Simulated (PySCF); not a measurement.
# Sn in PySCF: the effect of functional

Crystal: Sn.

```xyz
2
Lattice="-2.9401 2.9401 1.5993 2.9401 -2.9401 1.5993 2.9401 2.9401 -1.5993" Properties=species:S:1:pos:R:3 pbc="T T T"
Sn    0.0000    0.0000    0.0000
Sn    0.0000    2.9401    0.7997
```

Alike in all runs:

* Program: PySCF 2.14.0
* Task: equation of state
* Potentials or basis: DZVP-MOLOPT-SR/GTH-PBE (potentials made for PBE)
* k mesh: 6 × 6 × 6
* Occupations: fermi-dirac, width 0.05 eV
* Spin: no spin polarisation

| functional | V0 of scaled cells (Å³/atom) | B0 (GPa) |
| --- | --- | --- |
| LDA | 28.81 | 48 |
| PBEsol | 28.66 | 48 |
| PBE | ? | ? |

What does the run with functional PBE give?

V0 of scaled cells 29.10 Å³/atom; B0 44 GPa.

Caveats: all runs use coarse meshes; the cell was scaled at fixed shape and fractional positions, which overstates the stiffness of a crystal with free parameters, most of all of layers and chains; the basis of atomic orbitals isn't converged, which shifts pressures, moduli and gaps; the potentials were made for another functional, which shifts forces and pressure (some runs).
